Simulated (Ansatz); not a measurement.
# SiNi: magnetic states

The task, for SiNi: compare magnetic states.

Method: DFT PBE+U, scalar-relativistic, plane waves, PAW, in Ansatz 0.2.0.

**1. Starting point**

The structure is orthorhombic, space group Pnma (No. 62). The conventional cell has a = 5.173 Å, b = 3.338 Å, c = 5.605 Å, α = 90.00°, β = 90.00°, γ = 90.00°. Si (site symmetry m) is surrounded by 6 Ni at 2.28 to 2.40 Å. Ni (site symmetry m) has 6 Si at 2.28 to 2.40 Å as nearest neighbours.

Coordinates:

```xyz
8
Lattice="5.1731 0.0000 0.0000 0.0000 3.3381 0.0000 0.0000 0.0000 5.6049" Properties=species:S:1:pos:R:3 pbc="T T T"
Si    1.6620    2.5036    0.4624
Si    0.9245    0.8345    3.2649
Si    4.2486    2.5036    2.3400
Si    3.5111    0.8345    5.1425
Ni    0.0403    0.8345    1.0510
Ni    2.5463    2.5036    3.8535
Ni    2.6268    0.8345    1.7514
Ni    5.1328    2.5036    4.5539
```

The structure rests on an entry of the Crystallography Open Database; cell or positions may have been set otherwise for this series.

**2. Single point: SiNi, no spin**

Contents of input.yaml:

```yaml
crystal:
  lattice:
    - [5.1731, 0.0, 0.0]
    - [0.0, 3.3381, 0.0]
    - [0.0, 0.0, 5.6049]
  atoms:
    - { symbol: Si, position: [0.32128, 0.75, 0.0825] }
    - { symbol: Si, position: [0.17872, 0.25, 0.5825] }
    - { symbol: Si, position: [0.82128, 0.75, 0.4175] }
    - { symbol: Si, position: [0.67872, 0.25, 0.9175] }
    - { symbol: Ni, position: [0.00779, 0.25, 0.18752] }
    - { symbol: Ni, position: [0.49221, 0.75, 0.68752] }
    - { symbol: Ni, position: [0.50779, 0.25, 0.31248] }
    - { symbol: Ni, position: [0.99221, 0.75, 0.81248] }
scf:
  occupations: { method: gaussian, width: 0.05 }
output: {}
hamiltonian:
  xc: pbe
  hubbard: { sites: [{ species: Ni, l: d, u_eff: 6.0 }] }
kpoints:
  mp_grid: { grid: [6, 9, 6] }
```

Command:

```bash
$ ansatz run input.yaml --threads 4 --pin off --max-ram 12288MiB --backend cpu --events-out ev --progress --plain --runs-dir out
```

What it wrote (excerpt; [...] marks lines left out):

```text
Warning: RAYON_NUM_THREADS=4 ignored (pool sized by the plan → 4); use --threads N
Si: projections on atomic orbitals take those of the free atom [Ne] 3s2 3p2, of charge +0.00 (hamiltonian.pseudopotentials.projection_atoms); the dataset's partial waves leave at most 6.1e-8 of an orbital's norm unspanned inside its sphere
Ni: projections on atomic orbitals take those of the free atom [Ne] 3s2 3p6 3d8 4s2, of charge +0.00 (hamiltonian.pseudopotentials.projection_atoms); the dataset's partial waves leave at most 1.6e-6 of an orbital's norm unspanned inside its sphere
[...]
Pseudopotentials: kind: paw
Pseudopotential: Si, paw, valence charge 4, recommended cutoff 420 eV (normal), Si.paw.azcp
Pseudopotential: Ni, paw, valence charge 18, recommended cutoff 420 eV (normal), Ni.paw.azcp
Functional definition: PBE
[...]
Crystal: 8 atoms, lattice volume = 96.787 Å³
Basis set: ecut = 420 eV, 1905 PW (Γ)
Bands: 52, of which v1, the nominal top of the filled ones, is band 44 counted from 1 (43 counted from 0)
Symmetry: 8 space group operations
Space group: Pnma (ITA 62), of the structure as read, at distance tolerance 4.6e-5 Å
k-points: 80 of 324
[...]
SCF iter   1: F=—  HF=-25898.025468 eV  |F-HF|=—  |Δ(HF+E_count)|=         —  Δρ=1.74e-1  dr2=2.59e1  ethr=3.10e-3  ⟨swp⟩=7.0  Hψ=15726  notcnv=0  defer=6
[...]
SCF iter  10: F=-25895.162053 eV  HF=-25895.162053 eV  |F-HF|=1.74e-9  |Δ(HF+E_count)|=   3.61e-8  Δρ=2.12e-6  dr2=3.32e-9  ethr=1.14e-10  ⟨swp⟩=9.5  Hψ=12330  notcnv=0
[...]
SCF converged after 10 iterations
Free energy (F): -25895.162053 eV
[...]
E sigma→0 (E₀):  -25895.160816 eV
Entropy (-TS):   -0.002473 eV (-0.309 meV/atom)
Fermi energy:    14.291847 eV
[...]
Occupation matrices written to <dir>
```

Run time: 6.1 s. Hardware: 4 threads of Intel Xeon Platinum 8488C (Sapphire Rapids), shared host; peak memory 0.77 GiB.

**3. Single point: moments ++++**

Contents of input.yaml:

```yaml
crystal:
  lattice:
    - [5.1731, 0.0, 0.0]
    - [0.0, 3.3381, 0.0]
    - [0.0, 0.0, 5.6049]
  atoms:
    - { symbol: Si, position: [0.32128, 0.75, 0.0825] }
    - { symbol: Si, position: [0.17872, 0.25, 0.5825] }
    - { symbol: Si, position: [0.82128, 0.75, 0.4175] }
    - { symbol: Si, position: [0.67872, 0.25, 0.9175] }
    - { symbol: Ni, position: [0.00779, 0.25, 0.18752], spin: 1.5 }
    - { symbol: Ni, position: [0.49221, 0.75, 0.68752], spin: 1.5 }
    - { symbol: Ni, position: [0.50779, 0.25, 0.31248], spin: 1.5 }
    - { symbol: Ni, position: [0.99221, 0.75, 0.81248], spin: 1.5 }
magnetization:
  spin_polarized: true
scf:
  occupations: { method: gaussian, width: 0.05 }
output:
  populations: true
hamiltonian:
  xc: pbe
  hubbard: { sites: [{ species: Ni, l: d, u_eff: 6.0 }] }
kpoints:
  mp_grid: { grid: [6, 9, 6] }
```

Command:

```bash
$ ansatz run input.yaml --threads 4 --pin off --max-ram 12288MiB --backend cpu --events-out ev --progress --plain --runs-dir out
```

What it wrote (excerpt; [...] marks lines left out):

```text
[...]
SCF converged after 20 iterations
Magnetization: -0.0000 μB (44.0000 up, 44.0000 down)
Absolute magnetization: 0.0000 μB (∫|ρ↑−ρ↓|, with the PAW one-centre terms)
Spin contamination: 0.0000 ħ² per cell (⟨S²⟩ above its minimum at these occupations)
[...]
Free energy (F): -25895.162053 eV
[...]
E sigma→0 (E₀):  -25895.160816 eV
Entropy (-TS):   -0.002473 eV (-0.309 meV/atom)
Fermi energy:    14.291857 eV
[...]
--- Band table (eV; the first three rows and the last of 160) ---
[...]
Occupation matrices written to <dir>
--- Löwdin populations: 8 sites ---
  site symbol       q [e]    m [muB]
     0     Si      4.1397    -0.0000
     1     Si      4.1397    -0.0000
     2     Si      4.1397    -0.0000
     3     Si      4.1397    -0.0000
     4     Ni     17.6236     0.0000
     5     Ni     17.6236     0.0000
     6     Ni     17.6236     0.0000
     7     Ni     17.6236     0.0000
  spilling = 0.010760 (of n_electrons = 88.000000)
```

Run time: 52 s. Hardware: 4 threads of Intel Xeon Platinum 8488C (Sapphire Rapids), shared host; peak memory 1.7 GiB.

Per atom:

| atom | Löwdin electrons |
| --- | --- |
| Si1 | 4.14 |
| Si2 | 4.14 |
| Si3 | 4.14 |
| Si4 | 4.14 |
| Ni5 | 17.62 |
| Ni6 | 17.62 |
| Ni7 | 17.62 |
| Ni8 | 17.62 |

The Löwdin counts miss 0.95 of the 88 electrons, which the atomic orbitals do not span, so they are no charges.

**4. Single point: moments ++−−**

input.yaml: that of step 3 with these lines changed.

```diff
@@ -12,4 +12,4 @@
     - { symbol: Ni, position: [0.49221, 0.75, 0.68752], spin: 1.5 }
-    - { symbol: Ni, position: [0.50779, 0.25, 0.31248], spin: 1.5 }
-    - { symbol: Ni, position: [0.99221, 0.75, 0.81248], spin: 1.5 }
+    - { symbol: Ni, position: [0.50779, 0.25, 0.31248], spin: -1.5 }
+    - { symbol: Ni, position: [0.99221, 0.75, 0.81248], spin: -1.5 }
 magnetization:
```

Command:

```bash
$ ansatz run input.yaml --threads 4 --pin off --max-ram 12288MiB --backend cpu --events-out ev --progress --plain --runs-dir out
```

What it wrote (excerpt; [...] marks lines left out):

```text
Warning: RAYON_NUM_THREADS=4 ignored (pool sized by the plan → 4); use --threads N
Si: projections on atomic orbitals take those of the free atom [Ne] 3s2 3p2, of charge +0.00 (hamiltonian.pseudopotentials.projection_atoms); the dataset's partial waves leave at most 6.1e-8 of an orbital's norm unspanned inside its sphere
Ni: projections on atomic orbitals take those of the free atom [Ne] 3s2 3p6 3d8 4s2, of charge +0.00 (hamiltonian.pseudopotentials.projection_atoms); the dataset's partial waves leave at most 1.6e-6 of an orbital's norm unspanned inside its sphere
[...]
[... 4 set-up lines as earlier in the session ...]
[...]
Crystal: 8 atoms, lattice volume = 96.787 Å³
Basis set: ecut = 420 eV, 1905 PW (Γ)
Bands: 57, of which v1, the nominal top of the filled ones, is band 44 counted from 1 (43 counted from 0)
Symmetry: 4 space group operations
[...]
WARN: the starting moments were not kept: the SCF closed with an absolute magnetisation of 1.6e-5 μB, where they sum to 6 μB in size (4 sites). That is at most 0.1 of that sum. Measured as dr2_m measures the in/out step, that magnetisation stands 7.2e-11 eV from none, at or under the [...]
SCF converged after 20 iterations
Magnetization: -0.0000 μB (44.0000 up, 44.0000 down)
Absolute magnetization: 0.0000 μB (∫|ρ↑−ρ↓|, with the PAW one-centre terms)
Spin contamination: 0.0000 ħ² per cell (⟨S²⟩ above its minimum at these occupations)
[...]
Free energy (F): -25895.162053 eV
[...]
E sigma→0 (E₀):  -25895.160816 eV
Entropy (-TS):   -0.002473 eV (-0.309 meV/atom)
Fermi energy:    14.291858 eV
[...]
--- Band table (eV; the first three rows and the last of 160) ---
[...]
Occupation matrices written to <dir>
--- Löwdin populations: 8 sites ---
  site symbol       q [e]    m [muB]
     0     Si      4.1397     0.0000
     1     Si      4.1397     0.0000
     2     Si      4.1397    -0.0000
     3     Si      4.1397    -0.0000
     4     Ni     17.6236    -0.0000
     5     Ni     17.6236    -0.0000
     6     Ni     17.6236     0.0000
     7     Ni     17.6236     0.0000
  spilling = 0.010760 (of n_electrons = 88.000000)
```

Run time: 1.8 min. Hardware: 4 threads of Intel Xeon Platinum 8488C (Sapphire Rapids), shared host; peak memory 1.7 GiB.

Per atom:

```csv
atom,Löwdin electrons
Si1,4.14
Si2,4.14
Si3,4.14
Si4,4.14
Ni5,17.62
Ni6,17.62
Ni7,17.62
Ni8,17.62
```

The Löwdin counts miss 0.95 of the 88 electrons, which the atomic orbitals do not span, so they are no charges.

**5. Single point: moments +−+−**

input.yaml: that of step 4 with these lines changed.

```diff
@@ -11,4 +11,4 @@
     - { symbol: Ni, position: [0.00779, 0.25, 0.18752], spin: 1.5 }
-    - { symbol: Ni, position: [0.49221, 0.75, 0.68752], spin: 1.5 }
-    - { symbol: Ni, position: [0.50779, 0.25, 0.31248], spin: -1.5 }
+    - { symbol: Ni, position: [0.49221, 0.75, 0.68752], spin: -1.5 }
+    - { symbol: Ni, position: [0.50779, 0.25, 0.31248], spin: 1.5 }
     - { symbol: Ni, position: [0.99221, 0.75, 0.81248], spin: -1.5 }
```

Command:

```bash
$ ansatz run input.yaml --threads 4 --pin off --max-ram 12288MiB --backend cpu --events-out ev --progress --plain --runs-dir out
```

What it wrote (excerpt; [...] marks lines left out):

```text
Warning: RAYON_NUM_THREADS=4 ignored (pool sized by the plan → 4); use --threads N
Si: projections on atomic orbitals take those of the free atom [Ne] 3s2 3p2, of charge +0.00 (hamiltonian.pseudopotentials.projection_atoms); the dataset's partial waves leave at most 6.1e-8 of an orbital's norm unspanned inside its sphere
Ni: projections on atomic orbitals take those of the free atom [Ne] 3s2 3p6 3d8 4s2, of charge +0.00 (hamiltonian.pseudopotentials.projection_atoms); the dataset's partial waves leave at most 1.6e-6 of an orbital's norm unspanned inside its sphere
[...]
[... 4 set-up lines as earlier in the session ...]
[...]
Crystal: 8 atoms, lattice volume = 96.787 Å³
Basis set: ecut = 420 eV, 1905 PW (Γ)
Bands: 57, of which v1, the nominal top of the filled ones, is band 44 counted from 1 (43 counted from 0)
[... 1 set-up line as earlier in the session ...]
[...]
WARN: the starting moments were not kept: the SCF closed with an absolute magnetisation of 1.1e-5 μB, where they sum to 6 μB in size (4 sites). That is at most 0.1 of that sum. Measured as dr2_m measures the in/out step, that magnetisation stands 2.7e-11 eV from none, at or under the [...]
SCF converged after 20 iterations
Magnetization: 0.0000 μB (44.0000 up, 44.0000 down)
Absolute magnetization: 0.0000 μB (∫|ρ↑−ρ↓|, with the PAW one-centre terms)
Spin contamination: 0.0000 ħ² per cell (⟨S²⟩ above its minimum at these occupations)
[...]
Free energy (F): -25895.162053 eV
[...]
E sigma→0 (E₀):  -25895.160816 eV
Entropy (-TS):   -0.002473 eV (-0.309 meV/atom)
Fermi energy:    14.291857 eV
[...]
--- Band table (eV; the first three rows and the last of 160) ---
[...]
Occupation matrices written to <dir>
--- Löwdin populations: 8 sites ---
  site symbol       q [e]    m [muB]
     0     Si      4.1397    -0.0000
     1     Si      4.1397     0.0000
     2     Si      4.1397    -0.0000
     3     Si      4.1397     0.0000
     4     Ni     17.6236    -0.0000
     5     Ni     17.6236     0.0000
     6     Ni     17.6236    -0.0000
     7     Ni     17.6236     0.0000
  spilling = 0.010760 (of n_electrons = 88.000000)
```

Run time: 1.8 min. Hardware: 4 threads of Intel Xeon Platinum 8488C (Sapphire Rapids), shared host; peak memory 1.7 GiB.

Per atom:

```csv
atom,Löwdin electrons
Si1,4.14
Si2,4.14
Si3,4.14
Si4,4.14
Ni5,17.62
Ni6,17.62
Ni7,17.62
Ni8,17.62
```

The Löwdin counts miss 0.95 of the 88 electrons, which the atomic orbitals do not span, so they are no charges.

**6. Single point: moments +−−+**

input.yaml: that of step 5 with these lines changed.

```diff
@@ -12,4 +12,4 @@
     - { symbol: Ni, position: [0.49221, 0.75, 0.68752], spin: -1.5 }
-    - { symbol: Ni, position: [0.50779, 0.25, 0.31248], spin: 1.5 }
-    - { symbol: Ni, position: [0.99221, 0.75, 0.81248], spin: -1.5 }
+    - { symbol: Ni, position: [0.50779, 0.25, 0.31248], spin: -1.5 }
+    - { symbol: Ni, position: [0.99221, 0.75, 0.81248], spin: 1.5 }
 magnetization:
```

Command:

```bash
$ ansatz run input.yaml --threads 4 --pin off --max-ram 12288MiB --backend cpu --events-out ev --progress --plain --runs-dir out
```

What it wrote (excerpt; [...] marks lines left out):

```text
Warning: RAYON_NUM_THREADS=4 ignored (pool sized by the plan → 4); use --threads N
Si: projections on atomic orbitals take those of the free atom [Ne] 3s2 3p2, of charge +0.00 (hamiltonian.pseudopotentials.projection_atoms); the dataset's partial waves leave at most 6.1e-8 of an orbital's norm unspanned inside its sphere
Ni: projections on atomic orbitals take those of the free atom [Ne] 3s2 3p6 3d8 4s2, of charge +0.00 (hamiltonian.pseudopotentials.projection_atoms); the dataset's partial waves leave at most 1.6e-6 of an orbital's norm unspanned inside its sphere
[...]
[... 4 set-up lines as earlier in the session ...]
[...]
Crystal: 8 atoms, lattice volume = 96.787 Å³
Basis set: ecut = 420 eV, 1905 PW (Γ)
Bands: 57, of which v1, the nominal top of the filled ones, is band 44 counted from 1 (43 counted from 0)
[... 1 set-up line as earlier in the session ...]
[...]
WARN: the starting moments were not kept: the SCF closed with an absolute magnetisation of 8.3e-6 μB, where they sum to 6 μB in size (4 sites). That is at most 0.1 of that sum. Measured as dr2_m measures the in/out step, that magnetisation stands 1.0e-11 eV from none, at or under the [...]
SCF converged after 20 iterations
Magnetization: -0.0000 μB (44.0000 up, 44.0000 down)
Absolute magnetization: 0.0000 μB (∫|ρ↑−ρ↓|, with the PAW one-centre terms)
Spin contamination: 0.0000 ħ² per cell (⟨S²⟩ above its minimum at these occupations)
[...]
Free energy (F): -25895.162053 eV
[...]
E sigma→0 (E₀):  -25895.160816 eV
Entropy (-TS):   -0.002473 eV (-0.309 meV/atom)
Fermi energy:    14.291858 eV
[...]
--- Band table (eV; the first three rows and the last of 200) ---
[...]
Occupation matrices written to <dir>
--- Löwdin populations: 8 sites ---
  site symbol       q [e]    m [muB]
     0     Si      4.1397     0.0000
     1     Si      4.1397    -0.0000
     2     Si      4.1397    -0.0000
     3     Si      4.1397     0.0000
     4     Ni     17.6236    -0.0000
     5     Ni     17.6236     0.0000
     6     Ni     17.6236     0.0000
     7     Ni     17.6236    -0.0000
  spilling = 0.010760 (of n_electrons = 88.000000)
```

It took 1.9 min on 4 threads of Intel Xeon Platinum 8488C (Sapphire Rapids), shared host; peak memory 1.7 GiB.

Per atom:

```
atom  Löwdin electrons
 Si1              4.14
 Si2              4.14
 Si3              4.14
 Si4              4.14
 Ni5             17.62
 Ni6             17.62
 Ni7             17.62
 Ni8             17.62
```

The Löwdin counts miss 0.95 of the 88 electrons, which the atomic orbitals do not span, so they are no charges.

**7. Results**

```
step  volume (Å³/atom)  pressure (GPa)  energy above the lowest (meV/atom)  gap on the mesh (eV)     time
   2             12.10             n/a                                 0.0                   n/a    6.1 s
   3             12.10             n/a                                 0.0                  0.00     52 s
   4             12.10             n/a                                 0.0                  0.00  1.8 min
   5             12.10             n/a                                 0.0                  0.00  1.8 min
   6             12.10             n/a                                 0.0                  0.00  1.9 min
```

All runs end in the same magnetic state. The starting moments died out in steps 3, 4, 5, 6.
